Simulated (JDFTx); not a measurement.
GaSb: single point with LDA

**The experiment to reproduce.**

From a printed reference work, data compilation, for a bulk crystal of GaSb at 4.2 K: band gap 0.811 eV (direct).

Crystal: GaSb.

```
Sb Ga
1.0
     0.00000    3.05900    3.05900
     3.05900    0.00000    3.05900
     3.05900    3.05900    0.00000
Sb Ga
1 1
Direct
  0.75000 0.75000 0.75000
  0.00000 0.00000 0.00000
```

```
Program             : JDFTx 1.7.0 (patched build)
Task                : single point
Functional          : LDA
Potentials or basis : PseudoDojo-SR-LDA-0.4.1-standard with smoothed tails
Cutoff              : 1143 eV
Density cutoff      : 9143 eV
k mesh              : 8 × 8 × 8
Occupations         : fermi-dirac, width 0.05 eV
Spin                : no spin polarisation
```

```json
{
 "Pressure": "-1.8 GPa",
 "Band gap on the k mesh": "none (metal or under the smearing width)",
 "Loewdin charges": "Sb +0.30; Ga -0.26 e"
}
```

Levels at points of the mesh, in eV from the Fermi level:
```
           k point  band 12  band 13  band 14  band 15  band 16  band 17
(0.00, 0.00, 0.00)    -0.21    -0.04    -0.04    -0.04     2.75     2.75
(0.00, 0.00, 0.50)    -6.44    -1.18    -1.18     0.25     3.72     3.72
(0.00, 0.50, 0.50)    -6.88    -2.60    -2.60     0.81     1.14     8.61
```

It took 2.4 min on 1 thread of Intel(R) Xeon(R) Platinum 8375C CPU @ 2.90GHz (Ice Lake), with other jobs on the host, peak memory 0.2 GiB.

A measured gap of GaSb is 0.811 eV (direct; 4.2 K; a printed reference work, data compilation); the calculated 0.00 eV misses it by -0.81 eV. Spin-orbit coupling on Ga, Sb is left out. The value is that of LDA on a finite k mesh, which can miss the band edges, without temperature or zero-point motion. Semilocal functionals fall short of measured gaps as a rule.

Caveat: the empty levels aren't tightly converged; this crystal is a semiconductor, whose small gap the functional closes, so the metal is an error of the method. The run has no spin-orbit coupling, so splittings on Sb are missing.
